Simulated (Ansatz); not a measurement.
# SnO2: the cost of one run

Program: Ansatz 0.2.0. Linear response, PAW datasets, plane waves. No spin polarisation and no zero-point or thermal motion.

### 1 Starting point

The cell was relaxed beforehand with PBEsol.

Space group P4_2/mnm (No. 136), tetragonal; conventional cell a = 4.769 Å, c = 3.212 Å, 12.18 Å³ an atom. Around Sn lie 6 O at 2.07 Å; around O lie 3 Sn at 2.07 Å.

The structure in full:

```cif
data_structure
_symmetry_space_group_name_H-M 'P4_2/mnm'
_symmetry_Int_Tables_number 136
_cell_length_a 4.7691
_cell_length_b 4.7691
_cell_length_c 3.2120
_cell_angle_alpha 90.000
_cell_angle_beta 90.000
_cell_angle_gamma 90.000
_cell_volume 73.05
loop_
_atom_site_label
_atom_site_type_symbol
_atom_site_symmetry_multiplicity
_atom_site_Wyckoff_symbol
_atom_site_fract_x
_atom_site_fract_y
_atom_site_fract_z
_atom_site_occupancy
Sn1 Sn 2 a 0.00000 0.00000 0.00000 1
O1 O 4 f 0.30628 0.30628 0.00000 1
```

### 2 Phonons at Γ with PBEsol

Input file input.yaml:

```yaml
crystal:
  lattice:
    - [4.769115969, 0.0, 0.0]
    - [0.0, 4.769115969, 0.0]
    - [0.0, 0.0, 3.2119755829]
  atoms:
    - { symbol: Sn, position: [0.0, 0.0, 0.0] }
    - { symbol: Sn, position: [0.5, 0.5, 0.5] }
    - { symbol: O, position: [0.3062752979, 0.3062752979, 0.0] }
    - { symbol: O, position: [0.1937247021, 0.8062752979, 0.5] }
    - { symbol: O, position: [0.8062752979, 0.1937247021, 0.5] }
    - { symbol: O, position: [0.6937247021, 0.6937247021, 0.0] }
kpoints:
  mp_grid: { grid: [4, 4, 6] }
hamiltonian:
  xc: pbesol
scf:
  occupations: { method: fixed }
phonons:
  method: dfpt
  dielectric: true
  qpoints: [[0, 0, 0]]
  rigid_motions: translations
```

On the command line:

```sh
ansatz run input.yaml --threads 4 --pin off --max-ram 7372MiB --backend cpu --events-out ev --progress --plain --runs-dir out
```

What time and memory should one allow on 4 threads of Arm Neoverse V1, shared host?

About 47 s, with a peak of 0.86 GiB.
